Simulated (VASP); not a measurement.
Wanted: the native input for a VASP 6.6.1 run.

- Task: relaxation of the atoms
- Functional: PBE
- Dispersion: D3(BJ)
- Potentials or basis: VASP PAW PBE potentials, release 64 (Cu, I)
- Cutoff: 600 eV
- k mesh: 8 × 8 × 8
- Occupations: gaussian, width 0.03 eV
- Spin: no spin polarisation
- Further INCAR settings: ALGO = Normal; EDIFF = 1e-07; IBRION = 2; EDIFFG = -0.01; NSW = 40

The structure of CuI (Marshite) lies in POSCAR:

```
CuI                                     
1.0
    0.0000000000      3.0262596381      3.0262596381
    3.0262596381      0.0000000000      3.0262596381
    3.0262596381      3.0262596381      0.0000000000
  Cu              I             
     1     1
Direct
     0.2500000000000000    0.2500000000000000    0.2500000000000000
     0.0000000000000000    0.0000000000000000    0.0000000000000000
```

The cell isn't the ideal one: a relaxed cell with its volume scaled by 1.04.

The input as run:

INCAR

```
PREC     = Accurate       # precision mode
ENCUT    = 600            # plane-wave cutoff, eV
EDIFF    = 1E-7           # SCF threshold, eV
ISMEAR   = 0              # smearing method
SIGMA    = 0.03           # smearing width, eV
LREAL    = False          # projectors in reciprocal space
LASPH    = True           # aspherical terms in the spheres
NELM     = 80             # most SCF steps
ALGO     = Normal         # electronic algorithm
ISIF     = 2              # what is computed and relaxed
LWAVE    = False          # write WAVECAR
LCHARG   = False          # write CHGCAR
GGA      = PE             # functional
IVDW     = 12             # dispersion correction
IBRION   = 2              # ionic algorithm
NSW      = 40             # ionic steps
EDIFFG   = -0.01          # ionic threshold
```

KPOINTS

```
regular mesh
0
Gamma
  8 8 8
```

Potentials or basis: VASP PAW PBE potentials, release 64 (Cu, I).

Launch:

```bash
$ cat potpaw_PBE.64/Cu/POTCAR potpaw_PBE.64/I/POTCAR > POTCAR
$ mpirun -np 1 vasp_std > vasp.out
```

Results of the run:

| Item | Value |
| --- | --- |
| Pressure after relaxing | -1.7 GPa |
| Band gap on the k mesh | 1.16 eV, direct |
| Dispersion energy per atom | -0.344 eV |

Caveat: the relaxation stopped at its first step, so nothing moved; spin-orbit coupling is left out, which moves the levels of the heavy elements.

Run time: 14 s on 1 thread of Intel(R) Xeon(R) 6975P-C (Granite Rapids), with other jobs on the host, peak memory 0.22 GiB.
